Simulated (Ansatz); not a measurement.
# HgTe: pressure against volume, fitted

```yaml
crystal:
  lattice:
    - [0.00000, 3.22350, 3.22350]
    - [3.22350, 0.00000, 3.22350]
    - [3.22350, 3.22350, 0.00000]
  atoms:
    - { symbol: Hg, position: [0.00000, 0.00000, 0.00000] }
    - { symbol: Te, position: [0.75000, 0.75000, 0.75000] }
```

Atoms are numbered in the order listed.

The cell is COD entry 1539232, as deposited and not checked against the literature; nothing was relaxed.

No spin–orbit coupling, which matters for the heavy atoms here.

Level of theory: DFT, PBEsol, all-electron LAPW, scalar-relativistic in Ansatz 0.2.0.

The runs use a Γ-centred 9×9×9 k mesh, Fermi–Dirac smearing of 0.05 eV, basis error target 0.5 meV/atom, no spin polarisation.

The cell is scaled evenly. Fractional coordinates are held (clamped ions).

```
V (Å³/atom)  P (GPa)
     31.486     4.85
     32.155     3.53
     32.825     2.37
     33.160     1.83
     33.495     1.33
     33.830     0.85
     34.165     0.41
     34.835    -0.41
```

Problem. Fit a third-order Birch–Murnaghan curve to the pressures.

Solution. P = (3B0/2)(y^(7/2) − y^(5/2))[1 + (3/4)(B0′ − 4)(y − 1)] with y = (V0/V)^(2/3) fits within 0.01 GPa for V0 = 34.489 Å³/atom, B0 = 42.2 GPa and B0′ = 5.10.

Problem. Predict the pressure at the withheld volume, 35.505 Å³/atom.

Solution. There y = 0.9808, so the fit gives -1.14 GPa; the run gave -1.13 GPa.
